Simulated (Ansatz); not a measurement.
# ZrC in the CsCl-type structure

Method: PBE, scalar-relativistic; no spin polarisation; PAW, 420 eV, 4×4×4 k-mesh, Gaussian smearing of 0.05 eV; code Ansatz. The datasets are Ansatz's generated set soft_2.

```yaml
crystal:
  lattice:
    - [5.84219, 0.00000, 0.00000]
    - [0.00000, 5.84219, 0.00000]
    - [0.00000, 0.00000, 5.84219]
  atoms:
    - { symbol: Zr, position: [0.00000, 0.00000, 0.00000] }
    - { symbol: C, position: [0.25000, 0.25000, 0.25000] }
    - { symbol: Zr, position: [0.00000, 0.00000, 0.50000] }
    - { symbol: C, position: [0.25000, 0.25000, 0.75000] }
    - { symbol: Zr, position: [0.00000, 0.50000, 0.00000] }
    - { symbol: C, position: [0.25000, 0.75000, 0.25000] }
    - { symbol: Zr, position: [0.00000, 0.50000, 0.50000] }
    - { symbol: C, position: [0.25000, 0.75000, 0.75000] }
    - { symbol: Zr, position: [0.50000, 0.00000, 0.00000] }
    - { symbol: C, position: [0.75000, 0.25000, 0.25000] }
    - { symbol: Zr, position: [0.50000, 0.00000, 0.50000] }
    - { symbol: C, position: [0.75000, 0.25000, 0.75000] }
    - { symbol: Zr, position: [0.50000, 0.50000, 0.00000] }
    - { symbol: C, position: [0.75000, 0.75000, 0.25000] }
    - { symbol: Zr, position: [0.50000, 0.50000, 0.50000] }
    - { symbol: C, position: [0.75000, 0.75000, 0.75000] }
```

The start was a prototype's sites filled with these elements, not a measured cell.

The cell above (space group Pm-3m at a tolerance of 0.05 Å) comes from a relaxation within its symmetry on a finer mesh. All atoms were then moved at random (spread 0.15 Å) and the cell was relaxed without symmetry.

Does the structure survive?

It doesn't stay. The energy falls by 1233.1 meV/atom and the symmetry goes from Pm-3m to Fm-3m (No. 225, tolerance 0.05 Å), with a volume change of 4.6 %. It stays metallic.

The relaxed cell:

```xyz
16
Lattice="5.6814 0.0000 0.9690 0.0000 6.6576 0.0000 0.9690 0.0000 5.6816" Properties=species:S:1:pos:R:3 pbc="T T T"
Zr   -0.0526    0.8486   -0.0147
C     1.6100    0.8486    1.6479
Zr    0.4319   -0.8158    2.8260
C     2.0946    2.5130    4.4887
Zr   -0.0525    4.1774   -0.0147
C     1.6100    4.1774    1.6480
Zr    0.4320    2.5130    2.8261
C     2.0945    5.8418    4.4886
Zr    2.7881   -0.8158    0.4698
C     4.4508    2.5130    2.1324
Zr    3.2726    0.8486    3.3106
C     4.9351    0.8486    4.9732
Zr    2.7882    2.5131    0.4698
C     4.4507    5.8418    2.1324
Zr    3.2726    4.1774    3.3106
C     4.9352    4.1774    4.9732
```

Conventional cell at that tolerance: a = 4.71 Å, b = 4.71 Å, c = 4.71 Å, α = 90.00°, β = 90.00°, γ = 90.00°.

The k-mesh is coarse, so small energy differences aren't converged.
